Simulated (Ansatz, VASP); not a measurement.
# Cross-check of SrO between VASP and Ansatz, part 2 of 2

Aim: how closely do two programs agree when they are given the same cell, functional and k mesh? The cell is taken from a series of VASP runs on this material, whose earlier steps may have relaxed, scaled or displaced it; both programs get it as it stands.

VASP 6.6.1 and Ansatz 0.2.0.

So far. Step 2 (VASP: single point, PBE with D3(BJ)): The run ends at a pressure of 0.01 GPa. Step 3 (Ansatz: single point, PBE with D3(BJ)): The run ends at a pressure of -0.54 GPa.

## 7. VASP: band structure, PBE with D3(BJ)

Level of this step: PBE with D3(BJ); plane waves and PAW (Sr_sv, O) (VASP).

The same cell, functional, mesh and smearing now go to VASP, with its own data sets and cutoff.

File INCAR:

```
SYSTEM = SrO
PREC = Accurate
ENCUT = 520
EDIFF = 1E-06
NELM = 100
ISMEAR = 0
SIGMA = 0.05
LREAL = .FALSE.
ALGO = Normal
GGA = PE
IVDW = 12
NBANDS = 20
LORBIT = 11
LWAVE = .FALSE.
LCHARG = .FALSE.
KPAR = 2
```

File POSCAR:

```
SrO
1.0
    0.0000000000      2.5799009295      2.5799009295
    2.5799009295      0.0000000000      2.5799009295
    2.5799009295      2.5799009295      0.0000000000
Sr O
1 1
Direct
    0.5000000000      0.5000000000      0.5000000000
    0.0000000000      0.0000000000      0.0000000000
```

File KPOINTS:

```
Automatic mesh
0
Gamma
8 8 8
0 0 0
```

File KPOINTS_OPT:

```
Line mode
16
Line-mode
Reciprocal
  0.00000000   0.00000000   0.00000000 GAMMA
  0.50000000   0.00000000   0.50000000 X

  0.50000000   0.00000000   0.50000000 X
  0.50000000   0.25000000   0.75000000 W

  0.50000000   0.25000000   0.75000000 W
  0.37500000   0.37500000   0.75000000 K

  0.37500000   0.37500000   0.75000000 K
  0.00000000   0.00000000   0.00000000 GAMMA

  0.00000000   0.00000000   0.00000000 GAMMA
  0.50000000   0.50000000   0.50000000 L

  0.50000000   0.50000000   0.50000000 L
  0.62500000   0.25000000   0.62500000 U

  0.62500000   0.25000000   0.62500000 U
  0.50000000   0.25000000   0.75000000 W

  0.50000000   0.25000000   0.75000000 W
  0.50000000   0.50000000   0.50000000 L

  0.50000000   0.50000000   0.50000000 L
  0.37500000   0.37500000   0.75000000 K

  0.62500000   0.25000000   0.62500000 U
  0.50000000   0.00000000   0.50000000 X
```

Potentials, in the order of the species: Sr_sv and O (PBE family, release 64).

The run is started by

```console
mpirun -np 2 vasp_std
```

Numbers of over 12 decimals in the logs are rounded to 6 here.

The log of the run:

```text
[banner, memory and clock lines left out]
running    2 mpi-ranks, on    1 nodes
[...]
LDA part: xc-table for (Slater+PW92), standard interpolation
 POSCAR, INCAR and KPOINTS ok, starting setup
[...]
entering main loop
       N       E                     dE             d eps       ncg     rms          rms(c)
DAV:   1     0.605824133247E+02    0.60582E+02   -0.72717E+03  1160   0.752E+02
DAV:   2    -0.108886038544E+02   -0.71471E+02   -0.66888E+02  1492   0.182E+02
DAV:   3    -0.141701740696E+02   -0.32816E+01   -0.32483E+01  1648   0.308E+01
DAV:   4    -0.142488799525E+02   -0.78706E-01   -0.78668E-01  1492   0.365E+00
[...]
DAV:  11    -0.120478838582E+02   -0.74129E-04   -0.75609E-05  1340   0.558E-02    0.208E-02
DAV:  12    -0.120479014533E+02   -0.17595E-04   -0.19660E-05  1284   0.279E-02    0.840E-03
DAV:  13    -0.120479012930E+02    0.16026E-06   -0.60129E-07  1156   0.559E-03
   1 F= -.12534143E+02 E0= -.12534143E+02  d E =-.952439E-13
 Start KPOINTS_OPT (optional k-point list driver)
k-point batch [1-29\160]
       N       E                     dE             ncg
DAV:   1    -0.235832025960E+04   -0.15667E+05     1160
DAV:   2    -0.447747351837E+04   -0.21192E+04     1476
DAV:   3    -0.456904261297E+04   -0.91569E+02     1704
DAV:   4    -0.457102350879E+04   -0.19809E+01     1436
DAV:   5    -0.457103322663E+04   -0.97178E-02     1456
DAV:   6    -0.457103337984E+04   -0.15321E-03     1428
DAV:   7    -0.457103338294E+04   -0.30928E-05     1264
DAV:   8    -0.457103338304E+04   -0.10027E-06      952
[...]
k-point batch [146-160\160]
       N       E                     dE             ncg
DAV:   1     0.711700361041E+04   -0.11495E+05      600
DAV:   2     0.604195936962E+04   -0.10750E+04      828
DAV:   3     0.599421952376E+04   -0.47740E+02      944
DAV:   4     0.599381832226E+04   -0.40120E+00      672
DAV:   5     0.599381564383E+04   -0.26784E-02      744
DAV:   6     0.599381561066E+04   -0.33164E-04      704
DAV:   7     0.599381561018E+04   -0.48705E-06      664
```

Parts of OUTCAR (step 7):

```text
 Edisp (eV)   -0.48624

  Total       0.00476     0.00476     0.00476     0.00000    -0.00000     0.00000
  in kB       0.22191     0.22191     0.22191     0.00000    -0.00000     0.00000
  external pressure =        0.22 kB  Pullay stress =        0.00 kB

 POSITION                                       TOTAL-FORCE (eV/Angst)
 -----------------------------------------------------------------------------------
      2.57990      2.57990      2.57990         0.000000      0.000000      0.000000
      0.00000      0.00000      0.00000        -0.000000      0.000000      0.000000
 -----------------------------------------------------------------------------------
    total drift:                                0.000000      0.000000      0.000000

  FREE ENERGIE OF THE ION-ELECTRON SYSTEM (eV)
  ---------------------------------------------------
  free  energy   TOTEN  =       -12.5341434956 eV

  energy  without entropy=      -12.5341434956  energy(sigma->0) =      -12.53414350

[... 1 part as in an earlier step ...]

[... 2 further parts left out ...]
[key lines of the parts left out:]
E-fermi :   1.8451
```

The run ends at a pressure of 0.02 GPa.

## 8. Differences

The two programs side by side:

```
                                        quantity  Ansatz   VASP  difference
                                  pressure (GPa)   -0.55   0.02       -0.57
pressure without Ansatz's Pulay correction (GPa)   -0.91   0.02       -0.93
                   gap over the path points (eV)   3.318  3.271      +0.047
```

Levels at points of the path, from each program's valence-band top (eV; 3 filled, then empty):

| k (reciprocal lattice) | Ansatz | VASP |
| --- | --- | --- |
| 0.000 0.000 0.000 | 0.00 0.00 0.00 3.93 6.24 6.24 | 0.00 0.00 0.00 3.91 6.19 6.19 |
| 0.167 0.000 0.167 | -1.04 -0.10 -0.10 5.09 5.17 7.33 | -1.05 -0.10 -0.10 5.07 5.13 7.29 |
| 0.333 0.000 0.333 | -1.09 -0.13 -0.13 3.82 6.77 9.62 | -1.11 -0.14 -0.14 3.78 6.75 9.57 |
| 0.500 0.000 0.500 | -0.42 -0.09 -0.09 3.32 7.77 10.16 | -0.45 -0.10 -0.10 3.27 7.73 10.11 |
| 0.500 0.083 0.583 | -0.43 -0.36 -0.17 3.69 8.02 9.10 | -0.46 -0.37 -0.19 3.65 7.98 9.10 |
| 0.500 0.183 0.683 | -0.94 -0.45 -0.35 4.91 7.24 8.48 | -0.96 -0.47 -0.37 4.88 7.22 8.44 |
| 0.500 0.250 0.750 | -1.09 -0.42 -0.42 6.02 6.02 8.59 | -1.11 -0.45 -0.45 5.99 5.99 8.54 |
| 0.450 0.300 0.750 | -1.04 -0.45 -0.45 5.26 6.93 8.61 | -1.06 -0.48 -0.47 5.24 6.91 8.57 |
| 0.408 0.342 0.750 | -0.96 -0.52 -0.46 4.89 7.62 8.67 | -0.98 -0.54 -0.49 4.86 7.61 8.63 |
| 0.350 0.350 0.700 | -1.15 -0.69 -0.47 5.33 7.43 8.87 | -1.18 -0.71 -0.49 5.30 7.42 8.83 |

Among the levels compared at these points, filled levels agree within 27 meV and empty ones within 58 meV. Ansatz's pressure holds a Pulay correction of 0.36 GPa; VASP's holds none.

## 9. What the set-up changes

Further runs change the set-up of one program: Ansatz's method, potentials or start, or VASP's data sets, cutoff or form of LDA. The table gives Ansatz less VASP for each quantity, since a change that brings one quantity closer may part another.

```csv
run,pressure (GPa),gap over the path points (eV)
as above,-0.57,0.047
Ansatz's all-electron LAPW method,-0.57,0.046
```

## 10. Ansatz: dielectric response, PBE with D3(BJ)

The response to a field tests empty states and converges slowly with the mesh.

The cell is taken from a series of VASP runs on this material, whose earlier steps may have relaxed, scaled or displaced it; both programs get it as it stands.

File input.yaml:

```yaml
crystal:
  lattice:
    - [0.0, 2.5799009295, 2.5799009295]
    - [2.5799009295, 0.0, 2.5799009295]
    - [2.5799009295, 2.5799009295, 0.0]
  atoms:
    - { symbol: Sr, position: [0.5, 0.5, 0.5] }
    - { symbol: O, position: [0.0, 0.0, 0.0] }
hamiltonian:
  xc: pbe
  pseudopotentials: { kind: paw }
  dispersion: d3bj
kpoints:
  mp_grid: { grid: [11, 11, 11] }
scf:
  occupations: { method: fixed }
dielectric:
  method: response
```

The run is started by

```console
ansatz run input.yaml --threads 2 --pin off --max-ram 4608MiB --backend cpu --events-out ev --progress --plain --runs-dir out
```

The log of the run:

```text
[...]
Crystal: 2 atoms, lattice volume = 34.343 Å³
Basis set: ecut = 420 eV, 645 PW (Γ), exchange–correlation on 50×50×50 points (8 copies of the dense FFT grid, shifted against one another)
Bands: 12, of which v1, the nominal top of the filled ones, is band 8 counted from 1 (7 counted from 0)
Symmetry: 48 space group operations
k-points: 126 of 1331 (irreducible under 8 space group operations, time reversal used)
[...]
Born effective charges Z* (e; rows j = field, columns β = displacement):
    site 0:
         2.44704    0.00000   -0.00000
        -0.00000    2.44704    0.00000
         0.00000    0.00000    2.44704
    site 1:
        -2.44704   -0.00000    0.00000
         0.00000   -2.44704   -0.00000
         0.00000   -0.00000   -2.44704
  Z* charge neutrality: 6.948e-6 e pre-enforcement
  k-mesh period / interband length: 40.1 Å / 1.53 Å = 26.21 at k = (0.0000, 0.0000, 0.0000), direct gap 3.933 eV — 14 or more, which is no proof of convergence
[key lines of the parts left out:]
SCF converged after 8 iterations
Free energy (F): -4115.111222 eV
Fermi energy:    7.824428 eV
```

Run time: 13 s. Hardware: 2 threads of Arm Neoverse N1, shared host; peak memory 0.38 GiB.

## 11. VASP: dielectric response, PBE with D3(BJ)

The same cell, functional and mesh now go to VASP, with its own data sets and cutoff.

File INCAR:

```
SYSTEM = SrO
PREC = Accurate
ENCUT = 520
EDIFF = 1E-08
NELM = 100
ISMEAR = 0
SIGMA = 0.01
LREAL = .FALSE.
ALGO = Normal
GGA = PE
IVDW = 12
NBANDS = 14
LORBIT = 11
LWAVE = .FALSE.
LCHARG = .FALSE.
KPAR = 2
LEPSILON = .TRUE.
```

POSCAR is that of step 7.

File KPOINTS:

```
Automatic mesh
0
Gamma
11 11 11
0 0 0
```

The run is started by

```console
mpirun -np 2 vasp_std
```

The log of the run:

```text
[... set-up lines as in an earlier step ...]
 entering main loop
       N       E                     dE             d eps       ncg     rms          rms(c)
DAV:   1     0.617730886941E+02    0.61773E+02   -0.79825E+03  1576   0.108E+03
DAV:   2    -0.107646432575E+02   -0.72538E+02   -0.66819E+02  2202   0.221E+02
DAV:   3    -0.142109047448E+02   -0.34463E+01   -0.34330E+01  2246   0.417E+01
DAV:   4    -0.142485102449E+02   -0.37606E-01   -0.37596E-01  1940   0.372E+00
[...]
DAV:  14    -0.120479271910E+02    0.19981E-06   -0.21055E-07  2128   0.349E-03    0.214E-03
DAV:  15    -0.120479271411E+02    0.49982E-07   -0.26362E-08  1836   0.122E-03    0.355E-04
DAV:  16    -0.120479271391E+02    0.19854E-08   -0.13487E-09   952   0.430E-04
   1 F= -.12534169E+02 E0= -.12534169E+02  d E =-.409759E-55
 Linear response reoptimize wavefunctions to high precision
DAV:   1    -0.120479271534E+02    0.48624E+00   -0.51028E-10  1186   0.255E-04
DAV:   2    -0.120479271535E+02   -0.30013E-10   -0.16658E-10   802   0.982E-05
 Linear response G [H, r] |phi>, progress :
  Direction:   1
[...]
RMM:  13    -0.294210437090E+00   -0.23021E-06   -0.50337E-08  7408   0.195E-04    0.440E-05
RMM:  14    -0.294210333376E+00    0.10371E-06   -0.50524E-08  6067   0.946E-05    0.868E-06
 change of polarisation eV/A/(eV/A) component  2 :     0.032     0.533     0.002
 dielectric tensor                  component  2 :     0.168     3.810     0.011
 Linear response to external field, progress :
  Direction:   3
       N       E                     dE             d eps       ncg     rms          rms(c)
RMM:   1    -0.259734117721E+00   -0.25973E+00   -0.89667E-01  7909   0.276E+00
RMM:   2    -0.277665945493E+00   -0.17932E-01   -0.45523E-02  7052   0.706E-01    0.862E-01
RMM:   3    -0.271997060600E+00    0.56689E-02   -0.11969E-02  6250   0.797E-01    0.519E-01
RMM:   4    -0.284841213122E+00   -0.12844E-01   -0.85073E-03  6498   0.738E-01    0.207E-01
[...]
RMM:  12    -0.294210209161E+00   -0.45599E-06   -0.60784E-08  8296   0.474E-04    0.411E-05
RMM:  13    -0.294210423863E+00   -0.21470E-06   -0.20988E-09  7392   0.195E-04    0.455E-05
RMM:  14    -0.294210369843E+00    0.54020E-07    0.22034E-08  6032   0.943E-05    0.695E-06
 change of polarisation eV/A/(eV/A) component  3 :     0.007     0.027     0.533
 dielectric tensor                  component  3 :     0.035     0.144     3.810
 Born effective charges drift removed
```

OUTCAR, selected parts (step 11):

```text
  Total       0.00207     0.00207     0.00207     0.00000     0.00000    -0.00000
  in kB       0.09648     0.09648     0.09648     0.00000     0.00000    -0.00000
  external pressure =        0.10 kB  Pullay stress =        0.00 kB

 POSITION                                       TOTAL-FORCE (eV/Angst)
 -----------------------------------------------------------------------------------
      2.57990      2.57990      2.57990         0.000000     -0.000000      0.000000
      0.00000      0.00000      0.00000        -0.000000      0.000000     -0.000000
 -----------------------------------------------------------------------------------
    total drift:                                0.000000      0.000000      0.000000

 Edisp (eV)   -0.48624

 Edisp (eV)   -0.48624

 MACROSCOPIC STATIC DIELECTRIC TENSOR (including local field effects in DFT)
 ------------------------------------------------------
           3.809794     0.000000    -0.000000
          -0.000000     3.809794    -0.000000
           0.000000     0.000000     3.809794
 ------------------------------------------------------

[... 1 part as in an earlier step ...]

[... 1 further part left out ...]
```

## 12. Side by side

Compared:

```
                                     quantity  Ansatz   VASP  difference
                                        ε∞ xx    3.79   3.81     -0.42 %
                                        ε∞ yy    3.79   3.81     -0.42 %
                                        ε∞ zz    3.79   3.81     -0.42 %
Born charge of Sr1 (mean of the diagonal) (e)    2.45   2.45        0.00
 Born charge of O2 (mean of the diagonal) (e)   -2.45  -2.45        0.00
```

## 13. Results

```json
{
  "difference in gap on the k mesh (single point, PBE with D3(BJ))": "0.047 eV",
  "difference in pressure (single point, PBE with D3(BJ))": "-0.56 GPa",
  "difference in gap over the path points (band structure, PBE with D3(BJ))": "0.047 eV",
  "difference in pressure (band structure, PBE with D3(BJ))": "-0.57 GPa",
  "difference in ε∞ xx (dielectric response, PBE with D3(BJ))": "-0.42 %"
}
```

What this shows: The difference in gap on the k mesh is 0.047 eV (single point, PBE with D3(BJ)), within the 0.08 eV picked in this series as the mark of a large difference. For single point, PBE with D3(BJ), no further run moves any of the tabulated differences by more than a quarter of its size. For band structure, PBE with D3(BJ), no further run moves any of the tabulated differences by more than a quarter of its size. 1 further run of this series is not shown here. How closely two codes agree says nothing of how well the functional describes the real material.

[Lines on the potential files, build, host, timing and source positions are cut from VASP's logs without a mark.]

[Logs are printed without paths, hosts, clocks, repeated set-up lines and the standing remarks that a program may print on its own settings, such as how far it seeks lower states.]

[Hosts, paths, dates, database ids (printed as entryN), source tags and the programs' standing remarks are cut or masked in the printed files.]
